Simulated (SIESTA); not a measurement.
A run of SIESTA 5.4.2 is set up as follows.

File run.py:

```python
from ase.io import read
from ase.calculators.siesta import Siesta
from ase.units import Ry, GPa

atoms = read("POSCAR")

fdf = {
    'SCFMustConverge': False,
    'OccupationFunction': 'FD',
    'ElectronicTemperature': '0.05 eV',
    'Slab.DipoleCorrection': 'vacuum',
    'MaxSCFIterations': '120',
    'SCF.Mixer.Method': 'Pulay',
    'SCF.Mixer.Weight': '0.25',
    'SCF.Mixer.History': '8',
    'SCF.DM.Tolerance': '5.0e-05',
    'SCF.H.Tolerance': '1.0e-03 eV',
    'WriteForces': 'true',
    'Charge.Mulliken': 'end',
    'PAO.Basis': ['Na.1 4', 'n=2 0 2', '  2.919 0.000', 'n=3 0 2', '  9.500 0.000', 'n=2 1 2', '  3.435 0.000', 'n=3 1 1', '  9.500'],
}
calc = Siesta(
    label="Na",
    command="siesta < PREFIX.fdf > PREFIX.out",
    pseudo_path="pseudos",
    pseudo_qualifier="",
    xc=('GGA', 'PW91'),
    basis_set="DZP",
    mesh_cutoff=800 * Ry,
    energy_shift=0.003 * Ry,
    kpts=[8, 8, 1],
    spin="non-polarized",
    fdf_arguments=fdf,
)
atoms.calc = calc

print(f"energy = {atoms.get_potential_energy():.6f} eV")
free = atoms.get_potential_energy(force_consistent=True)
print(f"free energy = {free:.6f} eV")
print("forces (eV/A):")
print(atoms.get_forces(apply_constraint=False).round(6))
print("stress (GPa, Voigt order, tension positive):", (atoms.get_stress() / GPa).round(4))
```

POSCAR

```
Na
1.0
    3.7532005932      0.0000000000      0.0000000000
    1.8531458989      3.2637960981      0.0000000000
    0.0000000000      0.0000000000     24.2119172620
Na
4
Direct
    0.3389113921      0.3389113921      0.3097648120
    0.6778227842      0.6778227842      0.4365882707
    0.0167341763      0.0167341763      0.5634117293
    0.3556455685      0.3556455685      0.6902351880
```

Potentials or basis: PseudoDojo 0.4 standard (PBE files), DZP (energy shift 0.003 Ry; two zetas on semicore shells).

Command:

```console
$ python run.py
```

Q: What does it give for the band gap on the k mesh?

A: None (metal or under the smearing width).

Q: What does it give for the largest force?

A: 0.044 eV/Å.

Stress tensor (GPa, compression positive):
```
 0.04  0.01  0.00
 0.01  0.03  0.00
 0.00  0.00 -0.10
```

Caveat: the potentials were made for another functional, which shifts forces and pressure; the basis of atomic orbitals isn't converged, which shifts pressures, moduli and gaps.
